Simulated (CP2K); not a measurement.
Crystal: GaP.

```
Ga P
1.0
     3.85409    0.00000    0.00000
     1.92704    3.33774    0.00000
     1.92704    1.11258    3.14685
Ga P
1 1
Direct
  0.00000 0.00000 0.00000
  0.75000 0.75000 0.75000
```

Base run:

```yaml
Program: CP2K 2026.2
Functional: PW91
Potentials_or_basis: POTENTIAL_UZH Ga GTH-PBE-q13, P GTH-PBE-q5; TZVP-MOLOPT-PBE-GTH basis
Density_cutoff: 9184 eV
k_mesh: 8 × 8 × 8
Occupations: fermi-dirac, width 0.05 eV
Spin: no spin polarisation
```

Its results: band gap on the k mesh 1.65 eV, indirect (least direct gap 1.75 eV); pressure 2.8 GPa.

Q: After a change of settings the same cell gave: band gap on the k mesh 1.82 eV, indirect (least direct gap 1.91 eV); pressure 0.0 GPa. Which change was it?
A. functional from PW91 to AM05
B. functional from PW91 to SCAN
C. functional from PW91 to revPBE
D. functional from PW91 to LDA

A: B.

SCAN gives the wider gap, since meta-GGAs in the generalised Kohn-Sham scheme recover part of the derivative discontinuity.

Caveats: the potentials were made for another functional, which shifts forces and pressure; the basis of atomic orbitals isn't converged, which shifts pressures, moduli and gaps.

Runs at the PBE level aren't shown here.
